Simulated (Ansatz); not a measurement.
Runs of Ansatz 0.2.0 on KF. It takes space group Pm-3m (No. 221, cubic). Conventional cell: a = 3.259 Å, b = 3.259 Å, c = 3.259 Å, α = 90.00°, β = 90.00°, γ = 90.00°. K (site symmetry m-3m) is surrounded by 8 F at 2.82 Å. F (site symmetry m-3m) is surrounded by 8 K at 2.82 Å. The cell comes from a database or a generator and needn't be the stable form of this composition.

| level | k mesh | cutoff (eV) | smearing | basis error allowed | gap on the mesh (eV) | pressure (GPa) |
| --- | --- | --- | --- | --- | --- | --- |
| RPBE | 8 × 8 × 8 | 189 | gaussian 0.05 eV | 0.001 eV/atom | (b) | 3.2 |
| PBE | 5 × 5 × 5 | 162 | fermi-dirac 0.06 eV | 0.003 eV/atom | (a) | 0.0 |
| PBEsol | 8 × 8 × 8 | 186 | gaussian 0.02 eV | 0.001 eV/atom | 6.11 | -2.5 |
| PBE | 8 × 8 × 8 | 186 | gaussian 0.1 eV | 0.001 eV/atom | 6.27 | 0.0 |

Alike in all rows: task single point; potentials or basis all-electron LAPW, scalar-relativistic; no spin polarisation; cell as given.

Task: Fill in the values left out.

Result: (a) 6.30; (b) 6.57.

Caveats: an odd mesh through Γ misses points on the zone boundary, where band edges often lie (some runs).
